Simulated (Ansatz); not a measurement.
A calculation with Ansatz 0.2.0 of Al (native input, structure typed inline):

Contents of input.yaml:

```yaml
crystal:
  lattice:
    - [0.0, 1.940338175, 1.940338175]
    - [1.940338175, 0.0, 1.940338175]
    - [1.940338175, 1.940338175, 0.0]
  atoms:
    - { symbol: Al, position: [0.0, 0.0, 0.0], spin: 0.5 }
hamiltonian:
  xc: rpbe
  pseudopotentials: { kind: paw, accuracy: stringent }
magnetization:
  spin_polarized: true
kpoints:
  mp_grid: { grid: [12, 12, 12] }
scf:
  occupations: { method: cold, width: 0.01 }
output:
  forces: true
  stress: true
  eigenvalues: true
```

Potentials or basis: SSSP precision PAW.

Command:

```sh
$ ansatz run input.yaml --threads 2 --pin off --max-ram 5120MiB --backend cpu --events-out ev --progress --plain --runs-dir out
```

The cell isn't the ideal one: volume scaled by 0.88.

Write the same calculation in another form: ASE script, structure from a CIF.

As run:

Contents of run.py:

```python
import json

import ase.io
import numpy as np
import spglib
from ase.calculators.calculator import CalculationFailed, Calculator
from ase.stress import full_3x3_to_voigt_6_stress
from ase.units import GPa

import ansatz as az

class AnsatzCalculator(Calculator):
    implemented_properties = ["energy", "free_energy", "forces", "stress", "magmom"]

    def calculate(self, atoms, properties, system_changes):
        super().calculate(atoms, properties, system_changes)
        structure = atoms.copy()
        structure.set_constraint()
        structure.set_momenta(None)
        structure.set_masses(None)
        outcome = (
            az.Crystal.from_ase(structure)
            .calculation()
            .basis(xc_grid=2)
            .kpoints(12, 12, 12)
            .functional("rpbe")
            .pseudopotentials(kind="paw", accuracy="stringent")
            .spin("collinear")
            .scf(tolerance=2e-10)
            .occupations(method="cold", width=0.01)
            .forces()
            .stress()
            .run(threads=2)
        )
        if not outcome.report["converged"]:
            raise CalculationFailed("SCF not converged")
        report = outcome.report
        self.results = {
            "free_energy": report["lagrangian_ev"],
            "energy": report["lagrangian_ev"],
            "forces": np.array(report["forces_ev_ang"]),
            "stress": -GPa * full_3x3_to_voigt_6_stress(report["stress_gpa"]),
            "magmom": report["magnetization_mub"],
        }

np.set_printoptions(precision=5, suppress=True, linewidth=110)
atoms = ase.io.read("Al.cif")
cell, frac, numbers = spglib.find_primitive((atoms.cell[:], atoms.get_scaled_positions(), atoms.numbers), symprec=1e-5)
atoms = ase.Atoms(numbers, cell=cell, scaled_positions=frac, pbc=True)
atoms.set_initial_magnetic_moments([0.5])
atoms.calc = AnsatzCalculator()
print(f"free energy {atoms.get_potential_energy():.6f} eV")
print("forces (eV/A)", atoms.get_forces(), sep="\n")
print("stress (GPa, Voigt, tension positive)", atoms.get_stress() / GPa, sep="\n")
print(f"moment {atoms.get_magnetic_moment():.4f} muB")
```

Contents of Al.cif:

```cif
data_Al
_cell_length_a 3.88067635
_cell_length_b 3.88067635
_cell_length_c 3.88067635
_cell_angle_alpha 90.00000000
_cell_angle_beta 90.00000000
_cell_angle_gamma 90.00000000
_space_group_name_H-M_alt 'Fm-3m'
_space_group_name_Hall '-F 4 2 3'
_space_group_IT_number 225
loop_
_space_group_symop_operation_xyz
'x,y,z'
'-x,-y,-z'
'-y,x,z'
'y,-x,-z'
'-x,-y,z'
'x,y,-z'
'y,-x,z'
'-y,x,-z'
'x,-y,-z'
'-x,y,z'
'-y,-x,-z'
'y,x,z'
'-x,y,-z'
'x,-y,z'
'y,x,-z'
'-y,-x,z'
'z,x,y'
'-z,-x,-y'
'z,-y,x'
'-z,y,-x'
'z,-x,-y'
'-z,x,y'
'z,y,-x'
'-z,-y,x'
'-z,x,-y'
'z,-x,y'
'-z,-y,-x'
'z,y,x'
'-z,-x,y'
'z,x,-y'
'-z,y,x'
'z,-y,-x'
'y,z,x'
'-y,-z,-x'
'x,z,-y'
'-x,-z,y'
'-y,z,-x'
'y,-z,x'
'-x,z,y'
'x,-z,-y'
'-y,-z,x'
'y,z,-x'
'-x,-z,-y'
'x,z,y'
'y,-z,-x'
'-y,z,x'
'x,-z,y'
'-x,z,-y'
'x,y+1/2,z+1/2'
'-x,-y+1/2,-z+1/2'
'-y,x+1/2,z+1/2'
'y,-x+1/2,-z+1/2'
'-x,-y+1/2,z+1/2'
'x,y+1/2,-z+1/2'
'y,-x+1/2,z+1/2'
'-y,x+1/2,-z+1/2'
'x,-y+1/2,-z+1/2'
'-x,y+1/2,z+1/2'
'-y,-x+1/2,-z+1/2'
'y,x+1/2,z+1/2'
[... 40 lines left out ...]
'-x+1/2,-y,z+1/2'
'x+1/2,y,-z+1/2'
'y+1/2,-x,z+1/2'
'-y+1/2,x,-z+1/2'
'x+1/2,-y,-z+1/2'
'-x+1/2,y,z+1/2'
'-y+1/2,-x,-z+1/2'
'y+1/2,x,z+1/2'
'-x+1/2,y,-z+1/2'
'x+1/2,-y,z+1/2'
'y+1/2,x,-z+1/2'
'-y+1/2,-x,z+1/2'
'z+1/2,x,y+1/2'
'-z+1/2,-x,-y+1/2'
'z+1/2,-y,x+1/2'
'-z+1/2,y,-x+1/2'
'z+1/2,-x,-y+1/2'
'-z+1/2,x,y+1/2'
'z+1/2,y,-x+1/2'
'-z+1/2,-y,x+1/2'
'-z+1/2,x,-y+1/2'
'z+1/2,-x,y+1/2'
'-z+1/2,-y,-x+1/2'
'z+1/2,y,x+1/2'
'-z+1/2,-x,y+1/2'
'z+1/2,x,-y+1/2'
'-z+1/2,y,x+1/2'
'z+1/2,-y,-x+1/2'
'y+1/2,z,x+1/2'
'-y+1/2,-z,-x+1/2'
'x+1/2,z,-y+1/2'
'-x+1/2,-z,y+1/2'
'-y+1/2,z,-x+1/2'
'y+1/2,-z,x+1/2'
'-x+1/2,z,y+1/2'
'x+1/2,-z,-y+1/2'
'-y+1/2,-z,x+1/2'
'y+1/2,z,-x+1/2'
'-x+1/2,-z,-y+1/2'
'x+1/2,z,y+1/2'
'y+1/2,-z,-x+1/2'
'-y+1/2,z,x+1/2'
'x+1/2,-z,y+1/2'
'-x+1/2,z,-y+1/2'
'x+1/2,y+1/2,z'
'-x+1/2,-y+1/2,-z'
'-y+1/2,x+1/2,z'
'y+1/2,-x+1/2,-z'
'-x+1/2,-y+1/2,z'
'x+1/2,y+1/2,-z'
'y+1/2,-x+1/2,z'
'-y+1/2,x+1/2,-z'
'x+1/2,-y+1/2,-z'
'-x+1/2,y+1/2,z'
'-y+1/2,-x+1/2,-z'
'y+1/2,x+1/2,z'
'-x+1/2,y+1/2,-z'
'x+1/2,-y+1/2,z'
'y+1/2,x+1/2,-z'
'-y+1/2,-x+1/2,z'
'z+1/2,x+1/2,y'
'-z+1/2,-x+1/2,-y'
'z+1/2,-y+1/2,x'
'-z+1/2,y+1/2,-x'
'z+1/2,-x+1/2,-y'
'-z+1/2,x+1/2,y'
'z+1/2,y+1/2,-x'
'-z+1/2,-y+1/2,x'
'-z+1/2,x+1/2,-y'
'z+1/2,-x+1/2,y'
'-z+1/2,-y+1/2,-x'
'z+1/2,y+1/2,x'
'-z+1/2,-x+1/2,y'
'z+1/2,x+1/2,-y'
'-z+1/2,y+1/2,x'
'z+1/2,-y+1/2,-x'
'y+1/2,z+1/2,x'
'-y+1/2,-z+1/2,-x'
'x+1/2,z+1/2,-y'
'-x+1/2,-z+1/2,y'
'-y+1/2,z+1/2,-x'
'y+1/2,-z+1/2,x'
'-x+1/2,z+1/2,y'
'x+1/2,-z+1/2,-y'
'-y+1/2,-z+1/2,x'
'y+1/2,z+1/2,-x'
'-x+1/2,-z+1/2,-y'
'x+1/2,z+1/2,y'
'y+1/2,-z+1/2,-x'
'-y+1/2,z+1/2,x'
'x+1/2,-z+1/2,y'
'-x+1/2,z+1/2,-y'
loop_
_atom_site_label
_atom_site_type_symbol
_atom_site_symmetry_multiplicity
_atom_site_Wyckoff_symbol
_atom_site_fract_x
_atom_site_fract_y
_atom_site_fract_z
_atom_site_occupancy
Al1 Al 4 a 0.0000000000 0.0000000000 0.0000000000 1
```

Potentials or basis: SSSP precision PAW.

Run with:

```console
$ python run.py
```

Both were run:

|  | native input, structure typed inline | ASE script, structure from a CIF |
| --- | --- | --- |
| Pressure | 14.4 GPa | 14.4 GPa |
| Net moment | 0.03 μB per cell | 0.03 μB per cell |
| Absolute moment | 0.03 μB per cell | 0.03 μB per cell |

Keys that steer only the numerical path or the files written may differ.

Caveat: the potentials were made for another functional, which shifts forces and pressure; the starting moments weren't kept; the thresholds are loose for stress.
